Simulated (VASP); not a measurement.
A run of VASP 6.6.1 is set up as follows.

File INCAR:

```
PREC     = Accurate       # precision mode
ENCUT    = 520            # plane-wave cutoff, eV
EDIFF    = 1E-6           # SCF threshold, eV
ISMEAR   = 0              # smearing method
SIGMA    = 0.05           # smearing width, eV
LREAL    = F              # projectors in reciprocal space
LASPH    = T              # aspherical terms in the spheres
NELM     = 150            # most SCF steps
ALGO     = Normal         # electronic algorithm
ISIF     = 2              # what is computed and relaxed
LWAVE    = F              # write WAVECAR
LCHARG   = T              # write CHGCAR
ISPIN    = 2              # spin polarisation
MAGMOM   = 7.7 0.01       # initial moments
LORBIT   = 11             # projections on sites
LMAXMIX  = 6              # l up to which the mixer works
LDAU     = T              # DFT+U
LDAUTYPE = 2            
LDAUL    = 3 -1           # shell
LDAUU    = 4 0            # U, eV
LDAUJ    = 0 0          
LDAUPRINT= 1            
GGA      = PS             # functional
LELF     = T              # ELF
LVHAR    = T            
NBANDS   = 23             # bands
```

KPOINTS

```
regular mesh
0
Gamma
  6 6 6
```

Contents of POSCAR:

```
GdO
1.0
    0.0000000000      2.7000000000      2.7000000000
    2.7000000000      0.0000000000      2.7000000000
    2.7000000000      2.7000000000      0.0000000000
Gd O
1 1
Direct
    0.0000000000      0.0000000000      0.0000000000
    0.2500000000      0.2500000000      0.2500000000
```

Potentials or basis: VASP PAW PBE potentials, release 64 (Gd, O).

Run with:

```sh
$ cat potpaw_PBE.64/Gd/POTCAR potpaw_PBE.64/O/POTCAR > POTCAR
$ mpirun -np 1 vasp_std > vasp.out
```

(1) What does it give for the pressure?

(2) Predict the band gap on the k mesh.

Results:

(1) -4.0 GPa.

(2) none (metal or under the smearing width).

Caveat: the PAW data sets were made with another functional, which shifts forces and pressure a little; spin-orbit coupling is left out, which moves the levels of the heavy elements; a cell with one magnetic atom can't hold antiferromagnetic order, which such compounds often take.
